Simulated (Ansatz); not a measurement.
One crystal and one scan (generalised stacking-fault energy along a line) at two levels, PBE (plane waves to 420 eV, PAW, scalar-relativistic; Ansatz, a quantum-chemistry and plane-wave program) and PBEsol (plane waves to 420 eV, PAW, scalar-relativistic; Ansatz), each from its own relaxed cell and on its own mesh. The cell shown is that of PBE.

LiI (rock salt) is sheared across one {110} plane: the third cell vector gains the shift, so faults repeat every 6.4 Å. The cut lies between planes 2.13 Å apart; the cell height is held.

```xyz
6
Lattice="4.2561 0.0000 0.0000 0.0000 6.0190 0.0000 2.1281 3.0095 6.3842" Properties=species:S:1:pos:R:3 pbc="T T T"
I      1.7734     2.5079     5.3201
I      1.7734     2.5079     1.0640
I      3.9014     5.5175     3.1921
Li     1.7734     5.5175     5.3201
Li     1.7734     5.5175     1.0640
Li     3.9014     2.5079     3.1921
```

In-plane vectors a = (4.256, 0.000) Å, b = (0.000, 6.019) Å, area 25.62 Å². The shift is s times the vector a (length 4.256 Å), so s = 1 restores the start. Atoms relax along the normal only. γ = [E(shift) − E(0)] / area.

E is the zero-smearing estimate. LiI was relaxed with its symmetry unable to fall. Spin-orbit coupling is left out, though I is heavy. Faults lie only 6.3 Å apart, and holding the cell height raises γ above its relaxed value. Faults lie only 6.4 Å apart, and holding the cell height raises γ above its relaxed value. Percentages come from the unrounded values. Both scans cover s from 0.000 to 0.917.

```json
[
 {"quantity": "Lattice constant a (Å)", "PBE": "6.019", "PBEsol": "5.903", "PBE − PBEsol": "+0.116 (+2.0 %)"},
 {"quantity": "Band gap of the relaxed cell, no spin-orbit coupling (eV)", "PBE": "4.25", "PBEsol": "4.31", "PBE − PBEsol": "-0.06 (-1.5 %)"},
 {"quantity": "Highest computed γ on the line (mJ/m²)", "PBE": "156", "PBEsol": "249", "PBE − PBEsol": "-93 (-37 %)"},
 {"quantity": "Steepest slope dγ/d(shift) before the first maximum (spline) (GPa)", "PBE": "1.1", "PBEsol": "1.9", "PBE − PBEsol": "-0.8"}
]
```

PBE gives the higher value for: lattice constant a. PBE gives the lower value for: highest computed γ on the line; steepest slope dγ/d(shift) before the first maximum. They agree on: band gap of the relaxed cell, no spin-orbit coupling (within 1.5 %). Both give the same position of the highest point: s = 0.500.

γ (mJ/m²), each from zero shift of its own level:

| s | PBE | PBEsol |
|---|---|---|
| 0.000 | 0 | 0 |
| 0.083 | 22 | 33 |
| 0.167 | 61 | 96 |
| 0.250 | 98 | 157 |
| 0.333 | 128 | 206 |
| 0.417 | 149 | 238 |
| 0.500 | 156 | 249 |
| 0.583 | 149 | 238 |
| 0.667 | 128 | 206 |
| 0.750 | 98 | 157 |
| 0.833 | 61 | 96 |
| 0.917 | 22 | 33 |

(The slope of γ gives the shear force per area between the displaced halves; near zero shift its curvature is an elastic stiffness.)
